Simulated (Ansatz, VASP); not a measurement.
# KMgF3 in VASP and in Ansatz

```xyz
5
Lattice="3.9802 0.0199 0.0000 0.0199 3.9802 0.0000 0.0000 0.0000 3.9802" Properties=species:S:1:pos:R:3 pbc="T T T"
K     0.0000    0.0000    0.0000
Mg    2.0001    2.0001    1.9901
F     2.0001    2.0001    0.0000
F     1.9901    0.0100    1.9901
F     0.0100    1.9901    1.9901
```

Change from the starting cell: shear_xy strain +1.0%.

Alike in both runs: task single point; functional r2SCAN; k mesh 6 × 6 × 6; no spin polarisation.

```csv
,VASP,Ansatz
version,VASP 6.6.1,Ansatz 0.2.0
potentials or method,"VASP PAW PBE potentials, release 64 (K_sv, Mg, F)","plane waves, PAW"
plane-wave cutoff (eV),520,500
occupations,"gaussian, width 0.01 eV",fixed
valence electrons in the cell,32,40
```

Ansatz gave:

| Property | Result |
| --- | --- |
| gap on the k mesh at the Fermi level (eV) | 8.30 |
| pressure (GPa) | 0.0 |
| largest component of the traceless stress (GPa) | 0.50 |

**Question.** Estimate VASP's values.

**Answer.** gap on the k mesh at the Fermi level (eV): 8.28; pressure (GPa): -0.6; largest component of the traceless stress (GPa): 0.51.

The two sets of potentials don't hold the same shells in valence.

Caveats: the PAW data sets were made with another functional, which shifts forces and pressure a little (VASP). A k mesh can miss the band edges.
